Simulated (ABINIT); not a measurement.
# Ag (Fm-3m) in ABINIT: further runs, part 2 of 3

ABINIT 10.8.3 (patched build). Earlier steps stand in the parts before.

### 4 Optical spectrum, PBEsol

run.abi reads:

```
ndtset 3

pp_dirpath "./"
pseudos "Ag.upf"

acell 3*1.0
rprim
     0.0000000000     3.8602380411     3.8602380411
     3.8602380411     0.0000000000     3.8602380411
     3.8602380411     3.8602380411     0.0000000000
ntypat 1
znucl 47
natom 1
typat 1
xred
            0.0            0.0            0.0

ecut 37.0

ngkpt 12 12 12
nshiftk 4
shiftk
     0.5000000000     0.5000000000     0.5000000000
     0.5000000000     0.0000000000     0.0000000000
     0.0000000000     0.5000000000     0.0000000000
     0.0000000000     0.0000000000     0.5000000000
istwfk *1

ixc -116133

occopt 6
tsmear 0.00734986

nstep 80

iomode 3
prteig 0
prtebands 0

nband1 14
tolvrs1 1.0e-12
prtden1 1
prtwf1 0
kptopt1 1

iscf2 -3
getden2 1
nband2 20
nbdbuf2 4
tolwfr2 1.0e-12
nstep2 120
prtden2 0
kptopt2 1

optdriver3 8
wfk_task3 "wfk_optics_fullbz"
getwfk3 2
nband3 16
kptopt3 1
prtevk3 1
inclvkb3 2
```

optic.abi reads:

```
&FILES
 ddkfile_1 = 'runo_DS3_1_EVK.nc',
 ddkfile_2 = 'runo_DS3_2_EVK.nc',
 ddkfile_3 = 'runo_DS3_3_EVK.nc',
 wfkfile = 'runo_DS3_WFK.nc'
/
&PARAMETERS
 broadening = 0.001837,
 domega = 0.002,
 maxomega = 0.8,
 scissor = 0.000000,
 tolerance = 0.002
/
&COMPUTATIONS
 num_lin_comp = 1,
 lin_comp = 11,
 num_nonlin_comp = 0
/
```

Potentials or basis: PseudoDojo NC SR PBEsol v0.4.1 standard.

On the command line:

```console
$ abinit run.abi > log 2>&1
$ optic optic.abi > optic.log 2>&1
```

run.abo:

```text
.Version 10.8.3 of ABINIT
 DATASET    1 : space group Fm -3 m (#225); Bravais cF (face-center cubic)
================================================================================
 Values of the parameters that define the memory need for DATASET  1.
     intxc =       0    ionmov =       0      iscf =       7    lmnmax =       6
     lnmax =       6     mgfft =      30  mpssoang =       3    mqgrid =    3001
     natom =       1  nloc_mem =       1    nspden =       1   nspinor =       1
    nsppol =       1      nsym =      48    n1xccc =    2501    ntypat =       1
    occopt =       6   xclevel =       2
       mpw =        1257          nfft =       27000          nkpt =         182
================================================================================
================================================================================
[... 13 lines left out ...]
 DATASET    3 : space group Fm -3 m (#225); Bravais cF (face-center cubic)
================================================================================
 Values of the parameters that define the memory need for DATASET  3.
     intxc =       0    ionmov =       0      iscf =       7    lmnmax =       6
     lnmax =       6     mgfft =      30  mpssoang =       3    mqgrid =    3001
     natom =       1  nloc_mem =       1    nspden =       1   nspinor =       1
    nsppol =       1      nsym =      48    n1xccc =    2501    ntypat =       1
    occopt =       6   xclevel =       2
       mpw =        1257          nfft =       27000          nkpt =         182
================================================================================
================================================================================

--------------------------------------------------------------------------------
------------- Echo of variables that govern the present computation ------------
--------------------------------------------------------------------------------
 -outvars: echo values of preprocessed input variables --------
            acell      1.0000000000E+00  1.0000000000E+00  1.0000000000E+00 Bohr
              amu      1.07868200E+02
             ecut      3.70000000E+01 Hartree
           getden1          0
           getden2          1
           getden3          0
           getwfk1          0
           getwfk2          0
           getwfk3          2
             iscf1          7
             iscf2         -3
             iscf3          7
              ixc     -116133
           jdtset        1    2    3
                       outvar_i_n : Printing only first  50 k-points.
         kptrlatt       12  -12   12    -12   12   12    -12  -12   12
          kptrlen      9.26457130E+01
            natom           1
            nband1         14
            nband2         20
            nband3         16
           nbdbuf1          0
           nbdbuf2          4
           nbdbuf3          0
           ndtset           3
            ngfft          30      30      30
             nkpt         182
            nstep1         80
            nstep2        120
            nstep3         80
             nsym          48
           ntypat           1
                       prtocc : prtvol=0, do not print more k-points.
                       prtocc : prtvol=0, do not print more k-points.
                       prtocc : prtvol=0, do not print more k-points.
           occopt           6
        optdriver1          0
        optdriver2          0
        optdriver3          8
           prtden1          1
           prtden2          0
           prtden3          1
        prtebands           0
           prteig           0
           prtevk1          0
           prtevk2          0
           prtevk3          1
            prtwf1          0
[... 210 lines left out ...]
  2.00E-12  2.00E-11  1.81E-09  7.10E-05
 -2.9832E+00 -1.6390E+00 -1.6387E+00 -1.6387E+00  1.1236E-01  2.1637E-01
  2.2112E-01  2.2123E-01  2.5513E-01  2.5817E-01  9.8757E-01  1.0698E+00
  1.1029E+00  1.1174E+00  1.2907E+00  1.3146E+00  1.3288E+00  1.3551E+00
  1.4206E+00  1.5027E+00
 prteigrs : prtvol=0 or 1, do not print more k-points.

--- !ResultsGS
iteration_state: {dtset: 2, }
comment   : Summary of ground state results
lattice_vectors:
- [  0.0000000,   3.8602380,   3.8602380, ]
- [  3.8602380,   0.0000000,   3.8602380, ]
- [  3.8602380,   3.8602380,   0.0000000, ]
lattice_lengths: [   5.45920,    5.45920,    5.45920, ]
lattice_angles: [ 60.000,  60.000,  60.000, ] # degrees, (23, 13, 12)
lattice_volume:   1.1504619E+02
convergence: {deltae:  0.000E+00, res2:  0.000E+00, residm:  9.998E-13, diffor:  0.000E+00, }
etotal    :  -1.54897684E+02
entropy   :   0.00000000E+00
fermie    :   3.94231700E-01
cartesian_stress_tensor: null
pressure_GPa: null
xred      :
- [  0.0000E+00,   0.0000E+00,   0.0000E+00, Ag]
cartesian_forces: null
force_length_stats: {min: null, max: null, mean: null, }
...

 Integrated electronic density in atomic spheres:
 ------------------------------------------------
 Atom  Sphere_radius  Integrated_density
    1        2.00000         16.29601395
================================================================================

 ----iterations are completed or convergence reached----

 Mean square residual over all n,k,spin=   34.919E-14; max=  99.985E-14
 reduced coordinates (array xred) for    1 atoms
       0.000000000000      0.000000000000      0.000000000000

 cartesian coordinates (angstrom) at end:
    1      0.00000000000000     0.00000000000000     0.00000000000000
 length scales=  1.000000000000  1.000000000000  1.000000000000 bohr
              =  0.529177210544  0.529177210544  0.529177210544 angstroms
 Eigenvalues (hartree) for nkpt= 182  k points:
 kpt#   1, nband= 20, wtk=  0.00347, kpt= -0.0417 -0.0833  0.0000 (reduced coord)
  -2.98322   -1.63896   -1.63873   -1.63871    0.11236    0.21637    0.22112    0.22123
   0.25513    0.25817    0.98757    1.06977    1.10291    1.11737    1.29069    1.31458
   1.32883    1.35511    1.42056    1.50266
      occupation numbers for kpt#   1
   2.00000    2.00000    2.00000    2.00000    2.00000    2.00000    2.00000    2.00000
   2.00000    2.00000    0.00000    0.00000    0.00000    0.00000    0.00000    0.00000
   0.00000    0.00000    0.00000    0.00000
 prteigrs : prtvol=0 or 1, do not print more k-points.

--- !EnergyTerms
iteration_state     : {dtset: 2, }
comment             : Components of total free energy in Hartree
kinetic             :  5.28720907814883E+01
hartree             :  3.53849226563449E+01
xc                  : -2.30025729485303E+01
Ewald energy        : -1.07191265870967E+02
psp_core            :  4.56573485950971E+00
local_psp           : -1.15479066065768E+02
non_local_psp       : -2.04752830428774E+00
internal            : -1.54897684892210E+02
'-kT*entropy'       :  7.78141847461519E-07
total_energy        : -1.54897684114068E+02
...

--- !EnergyTermsDC
iteration_state     : {dtset: 2, }
comment             : '"Double-counting" decomposition of free energy'
band_energy         : -1.32206123802635E+01
Ewald energy        : -1.07191265870967E+02
psp_core            :  4.56573485950971E+00
xc_dc               : -3.90515413772862E+01
internal            : -1.54897684769007E+02
'-kT*entropy'       :  7.78141847461519E-07
total_energy_dc     : -1.54897683990865E+02
...

================================================================================
== DATASET  3 ==================================================================

--- !DatasetInfo
iteration_state: {dtset: 3, }
dimensions: {natom: 1, nkpt: 182, mband: 16, nsppol: 1, nspinor: 1, nspden: 1, mpw: 1257, }
cutoff_energies: {ecut:  37.0, pawecutdg:  -1.0, }
electrons: {nelect:   1.90000000E+01, charge:   0.00000000E+00, occopt:   6.00000000E+00, tsmear:   7.34986000E-03, }
meta: {optdriver: 8, wfk_task: 7, }
...

 mkfilename : getwfk/=0, take file _WFK from output of DATASET   2.

--------------------------------------------------------------------------------

 Computation of velocity matrix elements (DDK)

 Parameters extracted from the Abinit header:
    ecut:     37.0
    nkpt:    6912
    mband:   20
    nsppol:  1
    nspinor: 1
    useylm:  0
    inclvkb: 2
    bmin: 1, bmax: 20
    Computing diagonal and off-diagonal matrix elements
    Between band index bmin: 1, bmax: 20

== END DATASET(S) ==============================================================
================================================================================

 -outvars: echo values of variables after computation  --------
            acell      1.0000000000E+00  1.0000000000E+00  1.0000000000E+00 Bohr
           etotal1    -1.5489768399E+02
           etotal2    -1.5489768399E+02
           etotal3     0.0000000000E+00
            fcart1    -0.0000000000E+00 -0.0000000000E+00 -0.0000000000E+00
            fcart3     0.0000000000E+00  0.0000000000E+00  0.0000000000E+00
            rprim      0.0000000000E+00  3.8602380411E+00  3.8602380411E+00
                       3.8602380411E+00  0.0000000000E+00  3.8602380411E+00
                       3.8602380411E+00  3.8602380411E+00  0.0000000000E+00
           strten1     1.5430053596E-04  1.5430053596E-04  1.5430053596E-04
                       0.0000000000E+00  0.0000000000E+00  0.0000000000E+00
           strten3     0.0000000000E+00  0.0000000000E+00  0.0000000000E+00
                       0.0000000000E+00  0.0000000000E+00  0.0000000000E+00
 Calculation completed.
```

Run time: 4.2 min. Hardware: 1 thread of Arm Neoverse V1, shared host; peak memory 3 GiB.

Results:

* Free energy: -4214.9807 eV
* Pressure: -4.5 GPa

Dielectric function (mean over the directions given):
```csv
energy (eV),real part,imaginary part
0.33,4.95,0.01
0.98,5.08,0.02
1.63,5.40,0.04
2.29,6.13,0.09
2.94,9.05,2.71
3.70,5.21,3.44
4.35,4.03,4.51
5.01,1.81,3.74
5.66,0.97,2.83
6.31,1.93,2.50
7.08,1.25,1.87
7.73,2.29,1.79
8.38,2.00,1.96
9.03,2.54,1.94
9.69,1.26,2.14
10.45,1.52,1.84
11.10,1.72,1.41
11.76,2.05,1.48
12.41,1.50,2.37
13.06,1.44,2.11
13.82,1.26,2.11
14.48,1.05,1.65
15.13,0.63,1.92
15.78,0.75,1.70
16.44,1.18,1.68
17.20,1.10,1.19
17.85,1.01,1.30
18.50,1.23,0.95
19.16,1.31,1.26
19.92,1.53,1.70
```

Caveat: the intraband (Drude) term is left out; spectra need much finer meshes, so this one isn't converged; independent-particle spectra lack excitons.

### 5 Optical spectrum, LDA

run.abi reads:

```
# Datasets
ndtset 3

# Pseudopotentials
pp_dirpath "./"
pseudos "Ag_sc.hgh"

# Structure
acell 3*1.0 Angstrom
rprim
     0.0000000000     2.0427500000     2.0427500000
     2.0427500000     0.0000000000     2.0427500000
     2.0427500000     2.0427500000     0.0000000000
ntypat 1
znucl 47
natom 1
typat 1
xred
            0.0            0.0            0.0

# Plane-wave basis
ecut 489.804952 eV

# k points
ngkpt 12 12 12
nshiftk 4
shiftk
     0.5000000000     0.5000000000     0.5000000000
     0.5000000000     0.0000000000     0.0000000000
     0.0000000000     0.5000000000     0.0000000000
     0.0000000000     0.0000000000     0.5000000000
istwfk *1

# Exchange and correlation
ixc 7

# Bands and occupations
occopt 7
tsmear 0.136 eV

# SCF cycle
nstep 80

# Output
iomode 3
prteig 0
prtebands 0

# Dataset 1: ground state
nband1 10
tolvrs1 1.0e-12
prtden1 1
prtwf1 0
kptopt1 1

# Dataset 2: empty bands at fixed density
iscf2 -3
getden2 1
nband2 22
nbdbuf2 4
tolwfr2 1.0e-12
nstep2 120
prtden2 0
kptopt2 1

# Dataset 3: wave functions and velocity matrix elements in the full zone
optdriver3 8
wfk_task3 "wfk_optics_fullbz"
getwfk3 2
nband3 18
kptopt3 1
prtevk3 1
inclvkb3 2
```

optic.abi: that of step 4 with these lines changed.

```diff
@@ -7,3 +7,3 @@
 &PARAMETERS
- broadening = 0.001837,
+ broadening = 0.003675,
  domega = 0.002,
```

Potentials or basis: HGH LDA semicore.

On the command line:

```console
$ abinit run.abi > log 2>&1
$ optic optic.abi > optic.log 2>&1
```

run.abo:

```text
.Version 10.8.3 of ABINIT
 DATASET    1 : space group Fm -3 m (#225); Bravais cF (face-center cubic)
================================================================================
 Values of the parameters that define the memory need for DATASET  1.
     intxc =       0    ionmov =       0      iscf =       7    lmnmax =       7
     lnmax =       7     mgfft =      24  mpssoang =       3    mqgrid =    3001
     natom =       1  nloc_mem =       1    nspden =       1   nspinor =       1
    nsppol =       1      nsym =      48    n1xccc =       0    ntypat =       1
    occopt =       7   xclevel =       1
       mpw =         433          nfft =       13824          nkpt =         182
================================================================================
================================================================================
[... 13 lines left out ...]
 DATASET    3 : space group Fm -3 m (#225); Bravais cF (face-center cubic)
================================================================================
 Values of the parameters that define the memory need for DATASET  3.
     intxc =       0    ionmov =       0      iscf =       7    lmnmax =       7
[... 406 lines left out ...]
    nspinor: 1
    useylm:  0
    inclvkb: 2
    bmin: 1, bmax: 22
    Computing diagonal and off-diagonal matrix elements
    Between band index bmin: 1, bmax: 22

== END DATASET(S) ==============================================================
================================================================================

 -outvars: echo values of variables after computation  --------
            acell      1.8897261259E+00  1.8897261259E+00  1.8897261259E+00 Bohr
           etotal1    -3.6531781602E+01
           etotal2    -3.6531781602E+01
           etotal3     0.0000000000E+00
            fcart1    -0.0000000000E+00 -0.0000000000E+00 -0.0000000000E+00
            fcart3     0.0000000000E+00  0.0000000000E+00  0.0000000000E+00
            rprim      0.0000000000E+00  2.0427500000E+00  2.0427500000E+00
                       2.0427500000E+00  0.0000000000E+00  2.0427500000E+00
                       2.0427500000E+00  2.0427500000E+00  0.0000000000E+00
           strten1     1.2922107217E-02  1.2922107217E-02  1.2922107217E-02
                       0.0000000000E+00  0.0000000000E+00  0.0000000000E+00
           strten3     0.0000000000E+00  0.0000000000E+00  0.0000000000E+00
                       0.0000000000E+00  0.0000000000E+00  0.0000000000E+00
 Calculation completed.
```

Wall time 1.7 min (1 thread of Arm Neoverse V1, shared host); peak memory 1.5 GiB.

What came out:

```yaml
Free_energy: -994.0804 eV
```

Dielectric function (mean over the directions given):
```tsv
energy (eV)	real part	imaginary part
0.33	5.59	0.01
1.31	5.89	0.06
2.29	6.96	0.21
3.37	7.18	5.63
4.35	3.97	5.11
5.44	1.37	3.60
6.42	1.44	2.77
7.51	2.56	2.03
8.49	2.58	1.87
9.58	2.20	2.53
10.56	2.26	2.17
11.65	2.21	1.75
12.63	2.05	2.37
13.71	1.49	2.77
14.69	1.25	2.16
15.78	0.94	1.77
16.76	0.89	1.73
17.85	0.91	1.68
18.83	1.14	1.26
19.92	1.47	1.72
```

Caveat: the cutoff is too short for stress, so the log's stress isn't used; the intraband (Drude) term is left out; spectra need much finer meshes, so this one isn't converged; independent-particle spectra lack excitons; HGH potentials are hard and often keep d shells in the core, so these values are rough.

### 6 Phonons at a zone-boundary q, LDA (cell relaxed at zero pressure by an earlier run)

run.abi reads:

```
# Datasets
ndtset 2

# Pseudopotentials
pp_dirpath "./"
pseudos "Ag.LDA_PW-JTH.xml"

# Structure
acell 3*1.0 Angstrom
rprim
     0.0000000000     2.0047385600     2.0047385600
     2.0047385600     0.0000000000     2.0047385600
     2.0047385600     2.0047385600     0.0000000000
ntypat 1
znucl 47
natom 1
typat 1
chkprim 0
chksymtnons 0
tolsym 1.0e-6
xred
            0.0            0.0            0.0

# Plane-wave basis
ecut 17.0
pawecutdg 34.0
ecutsm 0.5

# k points
ngkpt 12 12 12
nshiftk 1
shiftk 0.0 0.0 0.0

# Exchange and correlation
ixc 7

# Bands and occupations
nband 14
occopt 7
tsmear 0.1 eV

# SCF cycle
nstep 80

# Output
prteig 0
prtebands 0
prtwf 0
prtden 0
prtpot 0

# Dataset 1: ground state
kptopt1 1
tolvrs1 1.0e-11
prtwf1 1
tolwfr1 1.0e-14
nbdbuf1 4
nline1 6

# Dataset 2: atomic displacements at q = 0.5 0.5 0.5
rfphon2 1
rfatpol2 1 1
rfdir2 1 1 1
getwfk2 1
kptopt2 3
nqpt2 1
qpt2 1/2 1/2 1/2
tolvrs2 1.0e-8
```

Potentials or basis: JTH PAW LDA v2.0.

On the command line:

```console
$ abinit run.abi > log 2>&1
```

run.abo:

```text
.Version 10.8.3 of ABINIT
 DATASET    1 : space group Fm -3 m (#225); Bravais cF (face-center cubic)
================================================================================
 Values of the parameters that define the memory need for DATASET  1.
     intxc =       0    ionmov =       0      iscf =      17    lmnmax =      18
     lnmax =       6     mgfft =      20  mpssoang =       3    mqgrid =    3001
     natom =       1  nloc_mem =       2    nspden =       1   nspinor =       1
    nsppol =       1      nsym =      48    n1xccc =       1    ntypat =       1
    occopt =       7   xclevel =       1
       mpw =         380          nfft =        8000          nkpt =          72
 PAW method is used; the additional fine FFT grid is defined by:
   mgfftf=        30    nfftf =     27000
================================================================================
================================================================================

 DATASET    2 : space group Fm -3 m (#225); Bravais cF (face-center cubic)
================================================================================
[... 397 lines left out ...]
  Phonon wavevector (reduced coordinates) :  0.50000  0.50000  0.50000
 Phonon energies in Hartree :
   3.699367E-04  3.699367E-04  8.532862E-04
 Phonon frequencies in cm-1    :
   8.119173E+01  8.119173E+01  1.872747E+02

== END DATASET(S) ==============================================================
================================================================================

 -outvars: echo values of variables after computation  --------
            acell      1.8897261259E+00  1.8897261259E+00  1.8897261259E+00 Bohr
           etotal1    -3.8343762884E+01
           etotal2     2.9970695214E+00
            fcart1    -0.0000000000E+00 -0.0000000000E+00 -0.0000000000E+00
            fcart2     0.0000000000E+00  0.0000000000E+00  0.0000000000E+00
            rprim      0.0000000000E+00  2.0047385600E+00  2.0047385600E+00
                       2.0047385600E+00  0.0000000000E+00  2.0047385600E+00
                       2.0047385600E+00  2.0047385600E+00  0.0000000000E+00
           strten1     2.3408418472E-05  2.3408418472E-05  2.3408418472E-05
                       0.0000000000E+00  0.0000000000E+00  0.0000000000E+00
           strten2     0.0000000000E+00  0.0000000000E+00  0.0000000000E+00
                       0.0000000000E+00  0.0000000000E+00  0.0000000000E+00
 Calculation completed.
```

Run time: 3.4 min. Hardware: 1 thread of Arm Neoverse V1, shared host; peak memory 0.83 GiB.

Results:

```yaml
Free_energy: -1043.3869 eV
Pressure: -0.7 GPa
Band_gap_on_the_k_mesh: none (metal or under the smearing width)
Highest_phonon_frequency_at_the_q_point_run: 187 cm⁻¹
```

Phonon frequencies in cm⁻¹ (negative: imaginary):
```
              q point  frequencies
(0.500, 0.500, 0.500)    81 81 187
```

(Part 2 of 3 ends here.)
